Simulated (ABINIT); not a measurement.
Crystal: HgTe (Coloradoite).

```
Hg Te
1.0
     0.00000    3.21450    3.21450
     3.21450    0.00000    3.21450
     3.21450    3.21450    0.00000
Hg Te
1 1
Direct
  0.00000 0.00000 0.00000
  0.75000 0.75000 0.75000
```

Base run:

| Item | Value |
| --- | --- |
| Program | ABINIT 10.8.3 (patched build) |
| Functional | PBE |
| Potentials or basis | PseudoDojo NC SR PBE v0.4.1 standard |
| Cutoff | 952 eV |
| k mesh | 5 × 5 × 5 |
| Occupations | fermi-dirac, width 0.05 eV |
| Spin | no spin polarisation |

Its results: band gap on the k mesh none (metal or under the smearing width); pressure 4.7 GPa.

Question: The run is repeated on the same cell with these changes: functional from PBE to PBEsol; potentials or basis from PseudoDojo NC SR PBE v0.4.1 standard to PseudoDojo NC SR PBEsol v0.4.1 standard; cutoff from 952 eV to 925 eV. What comes out?

Answer: Band gap on the k mesh none (metal or under the smearing width); pressure 1.7 GPa.

Caveats: the cutoff is short for stress, so the pressure is rough (some runs).
